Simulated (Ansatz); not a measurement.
# Gd: the cost of one run

Method: DFT PBE, with the methods named in each step, in Ansatz 0.2.0.

**1. The starting structure**

It takes space group Im-3m (No. 229, cubic). The conventional cell has a = 4.050 Å, b = 4.050 Å, c = 4.050 Å, α = 90.00°, β = 90.00°, γ = 90.00°. Gd (site symmetry m-3m) has 8 Gd at 3.51 Å as nearest neighbours.

Coordinates:

```cif
data_structure
_symmetry_space_group_name_H-M 'P 1'
_symmetry_Int_Tables_number 1
_cell_length_a 3.5074
_cell_length_b 3.5074
_cell_length_c 3.5074
_cell_angle_alpha 109.471
_cell_angle_beta 109.471
_cell_angle_gamma 109.471
_cell_volume 33.22
loop_
_atom_site_label
_atom_site_type_symbol
_atom_site_fract_x
_atom_site_fract_y
_atom_site_fract_z
_atom_site_occupancy
Gd1 Gd 0.00000 0.00000 0.00000 1
```

Where an Elk run is restarted with further inputs, its INFO.OUT and LSJ.OUT are those of the last start.

The cell forces parallel moments, which needn't be the real order.

Elk's input and logs are in atomic units (hartree, bohr).

**2. Collinear moments, PAW**

input.yaml reads:

```yaml
crystal:
  lattice:
    - [-2.025, 2.025, 2.025]
    - [2.025, -2.025, 2.025]
    - [2.025, 2.025, -2.025]
  atoms:
    - { symbol: Gd, position: [0.0, 0.0, 0.0], spin: 7.0 }
magnetization:
  spin_polarized: true
kpoints:
  mp_grid: { grid: [10, 10, 10] }
scf:
  occupations: { method: fermi_dirac, width: 0.03 }
hamiltonian:
  xc: pbe
  pseudopotentials: { kind: paw }
output:
  forces: true
  stress: true
  eigenvalues: true
```

On the command line:

```console
$ ansatz run input.yaml --threads 2 --pin off --max-ram 3072MiB --backend cpu --events-out ev --progress --plain --runs-dir out
```

**Question.** How long does this run take on 2 threads of Intel Xeon Platinum 8488C (Sapphire Rapids), shared host, and how much memory does it need?

About 3.4 s, with a peak of 0.41 GiB.
